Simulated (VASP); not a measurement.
Set up this calculation in VASP 6.6.1, as the native input.

```
Task                               : band structure
Functional                         : PBE0
Potentials or basis                : VASP PAW PBE potentials, release 64 (As, B)
Cutoff                             : 520 eV
k mesh                             : 5 × 5 × 5
Occupations                        : fermi-dirac, width 0.05 eV
Spin                               : no spin polarisation
Grid for exact exchange (PRECFOCK) : Fast
Exchange at q = 0                  : truncated
Further INCAR settings             : ALGO = Normal; EDIFF = 1e-07
```

BAs:

```
As B
1.0
     0.00000    2.38850    2.38850
     2.38850    0.00000    2.38850
     2.38850    2.38850    0.00000
As B
1 1
Cartesian
  3.5827 3.5827 3.5827
  0.0000 0.0000 0.0000
```

One way to write it, as run:

POSCAR

```
BAs
1.0
    0.0000000000      2.3885000000      2.3885000000
    2.3885000000      0.0000000000      2.3885000000
    2.3885000000      2.3885000000      0.0000000000
As B
1 1
Direct
    0.7500000000      0.7500000000      0.7500000000
    0.0000000000      0.0000000000      0.0000000000
```

INCAR.step1

```
SYSTEM = BAs
PREC = Accurate ; ENCUT = 520
EDIFF = 1E-5 ; ISMEAR = -1
SIGMA = 0.05 ; LREAL = .False.
LASPH = .True. ; NELM = 100
ALGO = Normal ; ISIF = 2
LWAVE = .True. ; LCHARG = .False.
GGA = PE
```

INCAR.step2

```
SYSTEM = BAs
PREC = Accurate ; ENCUT = 520
EDIFF = 1E-7 ; ISMEAR = -1
SIGMA = 0.05 ; LREAL = .False.
LASPH = .True. ; NELM = 100
ALGO = Normal ; ISIF = 2
LWAVE = .False. ; LCHARG = .False.
GGA = PE ; LHFCALC = .True.
AEXX = 0.25 ; PRECFOCK = Fast
HFRCUT = -1 ; ISTART = 1
```

KPOINTS

```
regular mesh
0
Gamma
  5 5 5
  0 0 0
```

KPOINTS_OPT

```
path GXWKGLUWLK,UX
8
line-mode
reciprocal
 0.0000000000  0.0000000000  0.0000000000  G
 0.5000000000  0.0000000000  0.5000000000  X

 0.5000000000  0.0000000000  0.5000000000  X
 0.5000000000  0.2500000000  0.7500000000  W

 0.5000000000  0.2500000000  0.7500000000  W
 0.3750000000  0.3750000000  0.7500000000  K

 0.3750000000  0.3750000000  0.7500000000  K
 0.0000000000  0.0000000000  0.0000000000  G

 0.0000000000  0.0000000000  0.0000000000  G
 0.5000000000  0.5000000000  0.5000000000  L

 0.5000000000  0.5000000000  0.5000000000  L
 0.6250000000  0.2500000000  0.6250000000  U

 0.6250000000  0.2500000000  0.6250000000  U
 0.5000000000  0.2500000000  0.7500000000  W

 0.5000000000  0.2500000000  0.7500000000  W
 0.5000000000  0.5000000000  0.5000000000  L

 0.5000000000  0.5000000000  0.5000000000  L
 0.3750000000  0.3750000000  0.7500000000  K

 0.6250000000  0.2500000000  0.6250000000  U
 0.5000000000  0.0000000000  0.5000000000  X
```

Potentials or basis: VASP PAW PBE potentials, release 64 (As, B).

Command:

```console
$ cat potpaw_PBE.64/As/POTCAR potpaw_PBE.64/B/POTCAR > POTCAR
$ cp INCAR.step1 INCAR
$ mpirun -np 1 vasp_std > vasp.out
$ cp INCAR.step2 INCAR
$ mpirun -np 1 vasp_std > vasp.out
```

It gave:

* Pressure: -0.6 GPa
* Band gap on the k mesh: 2.55 eV, indirect (least direct gap 4.82 eV)
* Band gap along the path: 2.58 eV, indirect (least direct gap 4.82 eV)

Caveat: the k mesh is coarse (spacing up to 0.46 Å⁻¹), so the values aren't converged, least of all with exact exchange; the PAW data sets were made with another functional, which shifts forces and pressure a little.

It took 4.5 min on 1 thread of AMD EPYC 9R45 (Zen 5), with other jobs on the host, peak memory 0.14 GiB.
